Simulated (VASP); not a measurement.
# MgS (Fm-3m) in VASP: a series of runs

The runs below take MgS through relaxation of cell and atoms, with r2SCAN, r2SCAN+rVV10.

All numbers are computed with VASP 6.6.1; they aren't measurements. Logs are shortened: lines on timing, memory, paths and dates and some standing lists are left out, and cuts for length are marked.

## 1. The crystal as given

The structure is cubic, space group Fm-3m (No. 225). The conventional cell has a = 5.209 Å, b = 5.209 Å, c = 5.209 Å, α = 90.00°, β = 90.00°, γ = 90.00°. Mg (site symmetry m-3m) has 6 S at 2.60 Å as nearest neighbours. Around S (site symmetry m-3m) lie 6 Mg at 2.60 Å.

The cell is a database's computed one.

## 2. Relaxation of cell and atoms, r2SCAN

File INCAR:

```
ALGO     = Normal         # electronic algorithm
EDIFF    = 1E-7           # SCF threshold, eV
EDIFFG   = -0.005         # ionic threshold
ENCUT    = 600            # plane-wave cutoff, eV
IBRION   = 2              # ionic algorithm
ISIF     = 3              # what is computed and relaxed
ISMEAR   = 0              # smearing method
LASPH    = True           # aspherical terms in the spheres
LCHARG   = False          # write CHGCAR
LMIXTAU  = True         
LREAL    = False          # projectors in reciprocal space
LWAVE    = False          # write WAVECAR
METAGGA  = R2SCAN         # meta-GGA
NELM     = 60             # most SCF steps
NSW      = 90             # ionic steps
PREC     = Accurate       # precision mode
SIGMA    = 0.02           # smearing width, eV
```

File KPOINTS:

```
k-points
0
Gamma
  8 8 8
```

File POSCAR:

```
MgS
1.0
    0.0000000000      2.6043975600      2.6043975600
    2.6043975600      0.0000000000      2.6043975600
    2.6043975600      2.6043975600      0.0000000000
Mg S
1 1
Direct
    0.0000000000      0.0000000000      0.0000000000
    0.5000000000      0.5000000000      0.5000000000
```

Potentials or basis: VASP PAW PBE potentials, release 64 (Mg, S).

Launch:

```console
> cat potpaw_PBE.64/Mg/POTCAR potpaw_PBE.64/S/POTCAR > POTCAR
> mpirun -np 1 vasp_std > vasp.out
```

OUTCAR:

```text
EDIFF = 1E-7
   EDIFFG = -0.005
   ENCUT = 600
   IBRION = 2
   ISIF = 3
   ISMEAR = 0
   LASPH = True
   LREAL = False
   METAGGA = R2SCAN
   NELM = 60
   NSW = 90
   PREC = Accurate

 ion  position               nearest neighbor table
   1  0.000  0.000  0.000-   2 2.60   2 2.60   2 2.60   2 2.60   2 2.60   2 2.60
   2  0.500  0.500  0.500-   1 2.60   1 2.60   1 2.60   1 2.60   1 2.60   1 2.60

  LATTYP: Found a face centered cubic cell.
 ALAT       =     5.2087951200

  Lattice vectors:

 A1 = (   0.0000000000,   2.6043975600,   2.6043975600)
 A2 = (   2.6043975600,   0.0000000000,   2.6043975600)
 A3 = (   2.6043975600,   2.6043975600,   0.0000000000)

Analysis of symmetry for initial positions (statically):
=====================================================================
 Subroutine PRICEL returns:
 Original cell was already a primitive cell.

 Routine SETGRP: Setting up the symmetry group for a
 face centered cubic supercell.

 Subroutine GETGRP returns: Found 48 space group operations
 (whereof 48 operations were pure point group operations)
 out of a pool of 48 trial point group operations.

The static configuration has the point symmetry O_h .

Analysis of symmetry for dynamics (positions and initial velocities):
=====================================================================
 Subroutine PRICEL returns:
 Original cell was already a primitive cell.

 Routine SETGRP: Setting up the symmetry group for a
 face centered cubic supercell.

 Subroutine GETGRP returns: Found 48 space group operations
 (whereof 48 operations were pure point group operations)
 out of a pool of 48 trial point group operations.

The dynamic configuration has the point symmetry O_h .

 Subroutine INISYM returns: Found 48 space group operations
 (whereof 48 operations are pure point group operations),
 and found     1 'primitive' translations

----------------------------------------------------------------------------------------

                                     Primitive cell

  volume of cell :      35.3307

  direct lattice vectors                    reciprocal lattice vectors
     0.000000000  2.604397560  2.604397560    -0.191982978  0.191982978  0.191982978
     2.604397560  0.000000000  2.604397560     0.191982978 -0.191982978  0.191982978
     2.604397560  2.604397560  0.000000000     0.191982978  0.191982978 -0.191982978

  length of vectors
     3.683174351  3.683174351  3.683174351     0.332524272  0.332524272  0.332524272

  position of ions in fractional coordinates (direct lattice)
     0.000000000  0.000000000  0.000000000
     0.500000000  0.500000000  0.500000000

  ion indices of the primitive-cell ions
   primitive index   ion index
                 1           1
                 2           2

----------------------------------------------------------------------------------------

 KPOINTS: k-points

Automatic generation of k-mesh.
 Grid dimensions read from file:
 generate k-points for:    8    8    8

 Generating k-lattice:

  Cartesian coordinates                     Fractional coordinates (reciprocal lattice)
    -0.023997872  0.023997872  0.023997872     0.125000000  0.000000000  0.000000000
     0.023997872 -0.023997872  0.023997872     0.000000000  0.125000000  0.000000000
     0.023997872  0.023997872 -0.023997872     0.000000000  0.000000000  0.125000000

  Length of vectors
     0.041565534  0.041565534  0.041565534

  Shift w.r.t. Gamma in fractional coordinates (k-lattice)
     0.000000000  0.000000000  0.000000000

 Subroutine IBZKPT returns following result:
 ===========================================

 Found     29 irreducible k-points:

 Following reciprocal coordinates:
            Coordinates               Weight
  0.000000  0.000000  0.000000      1.000000
  0.125000  0.000000  0.000000      8.000000
  0.250000  0.000000  0.000000      8.000000
  0.375000  0.000000  0.000000      8.000000
  0.500000  0.000000  0.000000      4.000000
  0.125000  0.125000  0.000000      6.000000
[... 16 lines left out ...]
  0.500000  0.250000  0.125000     48.000000
 -0.375000  0.250000  0.125000     24.000000
 [... further k-points ...]
   k-points           NKPTS =     29   k-points in BZ     NKDIM =     29   number of bands    NBANDS=      8
   number of dos      NEDOS =    301   number of ions     NIONS =      2
   total plane-waves  NPLWV =  27000
   dimension x,y,z NGX =    30 NGY =   30 NGZ =   30
   dimension x,y,z NGXF=    60 NGYF=   60 NGZF=   60
   ions per type =               1   1
   NGX,Y,Z   is equivalent  to a cutoff of  13.54, 13.54, 13.54 a.u.
   NGXF,Y,Z  is equivalent  to a cutoff of  27.08, 27.08, 27.08 a.u.
 SYSTEM =  unknown system
   PREC   = accura    normal or accurate (medium, high low for compatibility)
   ISTART =      0    job   : 0-new  1-cont  2-samecut
   ICHARG =      2    charge: 1-file 2-atom 10-const
   ISPIN  =      1    spin polarized calculation?
   LNONCOLLINEAR =      F non collinear calculations
   LSORBIT =      F    spin-orbit coupling
   LASPH  =      T    aspherical Exc in radial PAW
   ENCUT  =  600.0 eV  44.10 Ry    6.64 a.u.   7.36  7.36  7.36*2*pi/ulx,y,z
   NELM   =     60;   NELMIN=  2; NELMDL= -5     # of ELM steps
   EDIFF  = 0.1E-06   stopping-criterion for ELM
   LREAL  =      F    real-space projection
   EDIFFG = -.5E-02   stopping-criterion for IOM
   NSW    =     90    number of steps for IOM
   IBRION =      2    ionic relax: 0-MD 1-quasi-New 2-CG
   NFREE  =      1    steps in history (QN), initial steepest desc. (CG)
   ISIF   =      3    stress and relaxation
   ISYM   =      2    0-nonsym 1-usesym 2-fastsym
   POTIM  = 0.5000    time-step for ionic-motion
   TEBEG  =    0.0;   TEEND  =   0.0 temperature during run
   PSTRESS=    0.0 pullay stress
   NELECT =       8.0000    total number of electrons
   NUPDOWN=      -1.0000    fix difference up-down
   EMIN   =  10.00;   EMAX   =-10.00  energy-range for DOS
   EFERMI =   0.00;   METHOD = LEGACY
   ISMEAR =     0;   SIGMA  =   0.02  broadening in eV -4-tet -1-fermi 0-gaus
   EFERMI_NEDOS =   21; number of points for ismear=-14 and -15
   IALGO  =     38    algorithm
   IMIX   =      4    mixing-type and parameters
     AMIX     =   0.40;   BMIX     =  1.00
     AMIX_MAG =   1.60;   BMIX_MAG =  1.00
  volume/ion in A,a.u.               =      17.67       119.21
  Fermi-wavevector in a.u.,A,eV,Ry     =   0.997825  1.885615 13.546695  0.995654
  Thomas-Fermi vector in A             =   2.130007
   LORBIT       =      0    0 simple, 1 ext, 2 COOP (PROOUT), +10 PAW based schemes
   METAGGA = R2SCAN    functional components
   LHFCALC =     F    Hartree Fock is set to
   AEXX    =    0.0000 exact exchange contribution
   IVDW    =     0    specifies the selected vdW correction
   LEPSILON=     F    determine dielectric tensor
   LRPA    =     F    only Hartree local field effects (RPA)
 conjugate gradient relaxation of ions
 non-spin polarized calculation
 Gauss-broadening in eV      SIGMA  =   0.02
  energy-cutoff  :      600.00
  volume of cell :       35.33
 maximum number of plane-waves:      1243
 NGX is ok and might be reduce to    30
   NGX = 15   NGY = 15   NGZ = 15

--------------------------------------- Ionic step        1  -------------------------------------------

 number of electron       7.9999999 magnetization

 Free energy of the ion-electron system (eV)
  ---------------------------------------------------
  ext. energy  EPLUGINS =         0.00000000
  ---------------------------------------------------
  free energy    TOTEN  =       -15.51058189 eV

  energy without entropy =      -15.51058189  energy(sigma->0) =      -15.51058189

------------------------ aborting loop because EDIFF is reached ----------------------------------------

  FORCE on cell =-STRESS in cart. coord.  units (eV):
  Direction    XX          YY          ZZ          XY          YZ          ZX
  --------------------------------------------------------------------------------------
  -------------------------------------------------------------------------------------
  Total       -0.1526866     -0.1526866     -0.1526866      0.0000000      0.0000000      0.0000000
  in kB       -6.9240396     -6.9240396     -6.9240396      0.0000000      0.0000000      0.0000000
  external PRESSURE =      -6.9240396 kB  Pullay stress =       0.0000000 kB
[... 57 lines left out ...]
  energy  without entropy=      -15.5112387066  energy(sigma->0) =      -15.51123871

--------------------------------------- Ionic step        3  -------------------------------------------

 number of electron       7.9999999 magnetization

 Free energy of the ion-electron system (eV)
  ---------------------------------------------------
  ext. energy  EPLUGINS =         0.00000000
  ---------------------------------------------------
  free energy    TOTEN  =       -15.51128161 eV

  energy without entropy =      -15.51128161  energy(sigma->0) =      -15.51128161

 E-fermi :   3.6989     XC(G=0): -10.1155

 val. band max:        3.5436288921   @ k =   0.0000   0.0000   0.0000
 cond. band min:       6.9894884144   @ k =   0.5000   0.5000   0.0000
 fundamental gap:      3.4458595223
 Fermi energy:         3.6989055216

 k-point     1 :       0.0000    0.0000    0.0000
  band No.  band energies     occupation
      1      -9.6729      2.00000
      2       3.5436      2.00000
      3       3.5436      2.00000
      4       3.5436      2.00000
      5       8.2070      0.00000
      6      12.0706      0.00000
      7      12.0706      0.00000
      8      12.0706      0.00000
[... 243 lines left out ...]
 k-point    24 :      -0.3750    0.2500    0.1250
  band No.  band energies     occupation
      1      -8.1212      2.00000
      2      -0.8300      2.00000
      3       1.3617      2.00000
      4       2.3589      2.00000
      5       9.7771      0.00000
      6      10.3313      0.00000
      7      12.6609      0.00000
      8      13.7990      0.00000

 [... further k-points ...]

------------------------ aborting loop because EDIFF is reached ----------------------------------------

  FORCE on cell =-STRESS in cart. coord.  units (eV):
  Direction    XX          YY          ZZ          XY          YZ          ZX
  --------------------------------------------------------------------------------------
  -------------------------------------------------------------------------------------
  Total        0.0050868      0.0050868      0.0050868     -0.0000000     -0.0000000      0.0000000
  in kB        0.2327424      0.2327424      0.2327424     -0.0000000     -0.0000000      0.0000000
  external PRESSURE =       0.2327424 kB  Pullay stress =       0.0000000 kB
[... 17 lines left out ...]
  FREE ENERGIE OF THE ION-ELECTRON SYSTEM (eV)
  ---------------------------------------------------
  free  energy   TOTEN  =       -15.5112816075 eV

  energy  without entropy=      -15.5112816075  energy(sigma->0) =      -15.51128161

 reached required accuracy - stopping structural energy minimisation
```

Wall time 67 s (1 thread of Intel Xeon 6975P-C (Granite Rapids), shared host); peak memory 0.18 GiB.

What came out:

```yaml
Free_energy: -15.5113 eV
Relaxed_volume: 17.51 Å³/atom
Relaxed_cell: a = 3.672 Å, b = 3.672 Å, c = 3.672 Å, α = 60.00°, β = 60.00°, γ = 60.00°
Space_group_after_relaxing_to_0.05_Å: Fm-3m (No. 225)
Energy_gained_by_relaxing: 0.3 meV/atom
Ionic_steps: 3
Pressure_after_relaxing: 0.0 GPa
Band_gap_on_the_k_mesh: 3.45 eV, indirect (least direct gap 4.66 eV)
```

Step by step:
```
step  energy change (eV)  largest force (eV/Å)  pressure (GPa)  volume (Å³)
   1              0.0000                0.0000           -0.69        35.33
   2             -0.0007                0.0000            0.19        34.94
   3             -0.0007                0.0000            0.02        35.02
```

Final structure:
```xyz
2
Lattice="0.0000 2.5967 2.5967 2.5967 0.0000 2.5967 2.5967 2.5967 0.0000" Properties=species:S:1:pos:R:3 pbc="T T T"
Mg    0.0000    0.0000    0.0000
S     2.5967    2.5967    2.5967
```

Levels at points of the mesh, in eV from the valence-band top:
```tsv
k point	band 1	band 2	band 3	band 4	band 5	band 6	band 7	band 8
(0.00, 0.00, 0.00)	-13.22	0.00	0.00	0.00	4.66	8.53	8.53	8.53
(0.50, 0.00, 0.00)	-11.87	-4.91	-0.63	-0.63	5.23	7.51	7.51	11.30
(0.50, 0.50, 0.00)	-11.48	-4.30	-1.74	-1.74	3.45	4.91	13.20	13.50
```

Caveat: the PAW data sets were made with another functional, which shifts forces and pressure a little.

## 3. Relaxation of cell and atoms, r2SCAN+rVV10

INCAR, as its differences from that of step 2:

```diff
@@ -1,2 +1,4 @@
 ALGO     = Normal         # electronic algorithm
+BPARAM   = 11.95        
+CPARAM   = 0.0093       
 EDIFF    = 1E-7           # SCF threshold, eV
@@ -7,2 +9,3 @@
 ISMEAR   = 0              # smearing method
+IVDW_NL  = 2            
 LASPH    = True           # aspherical terms in the spheres
@@ -11,2 +14,3 @@
 LREAL    = False          # projectors in reciprocal space
+LUSE_VDW = True         
 LWAVE    = False          # write WAVECAR
```

KPOINTS is that of step 2.

POSCAR is that of step 2.

Potentials or basis: VASP PAW PBE potentials, release 64 (Mg, S).

Launch:

```console
> cat potpaw_PBE.64/Mg/POTCAR potpaw_PBE.64/S/POTCAR > POTCAR
> mpirun -np 1 vasp_std > vasp.out
```

It took 2.8 min on 1 thread of Intel Xeon 6975P-C (Granite Rapids), shared host; peak memory 0.28 GiB.

It converged, with:

* Free energy: -15.2819 eV
* Relaxed volume: 17.38 Å³/atom
* Relaxed cell: a = 3.663 Å, b = 3.663 Å, c = 3.663 Å, α = 60.00°, β = 60.00°, γ = 60.00°
* Space group after relaxing (to 0.05 Å): Fm-3m (No. 225)
* Energy gained by relaxing: 1.2 meV/atom
* Ionic steps: 3
* Pressure after relaxing: 0.0 GPa
* Band gap on the k mesh: 3.43 eV, indirect (least direct gap 4.69 eV)

Step by step:
```csv
step,energy change (eV),largest force (eV/Å),pressure (GPa),volume (Å³)
1,0.0000,0.0000,-1.29,35.33
2,-0.0022,0.0000,0.38,34.61
3,-0.0023,0.0000,0.04,34.76
```

Final structure:
```xyz
2
Lattice="0.0000 2.5904 2.5904 2.5904 0.0000 2.5904 2.5904 2.5904 0.0000" Properties=species:S:1:pos:R:3 pbc="T T T"
Mg    0.0000    0.0000    0.0000
S     2.5904    2.5904    2.5904
```

Levels at points of the mesh, in eV from the valence-band top:
| k point | band 2 | band 3 | band 4 | band 5 | band 6 | band 7 |
| --- | --- | --- | --- | --- | --- | --- |
| (0.00, 0.00, 0.00) | 0.00 | 0.00 | 0.00 | 4.69 | 8.49 | 8.49 |
| (0.50, 0.00, 0.00) | -4.97 | -0.64 | -0.64 | 5.19 | 7.49 | 7.49 |
| (0.50, 0.50, 0.00) | -4.36 | -1.77 | -1.77 | 3.43 | 4.84 | 13.24 |

Caveat: the PAW data sets were made with another functional, which shifts forces and pressure a little. r2SCAN opens gaps a little over a GGA but as a rule still falls short of measured ones.
